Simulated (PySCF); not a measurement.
BAs:

```xyz
2
Lattice="0.0000 2.3885 2.3885 2.3885 0.0000 2.3885 2.3885 2.3885 0.0000" Properties=species:S:1:pos:R:3 pbc="T T T"
As    1.1943    1.1943    1.1943
B     0.0000    0.0000    0.0000
```

Program: PySCF 2.14.0. Alike in all runs: task atomic charges; potentials or basis DZVP-MOLOPT-HYB/GTH-HYB (UZH) (potentials made for PBE0); no spin polarisation; cell as given; k mesh 2 × 2 × 2; smearing fixed; the mesh is coarse, so values aren't converged.

**Question.** Order these runs on this cell by their band gap on the k mesh, lowest first.
A. level B3LYP; exxdiv ewald
B. level PBE
C. level PBEsol

**Answer.** C (1.15 eV), B (1.33 eV), A (3.17 eV).

Caveats: all runs use coarse meshes; the basis of atomic orbitals isn't converged, which shifts pressures, moduli and gaps; on so small a mesh gaps with full-range exact exchange can be off by tenths of an eV to over 1 eV (some runs).

A k mesh can miss the band edges.
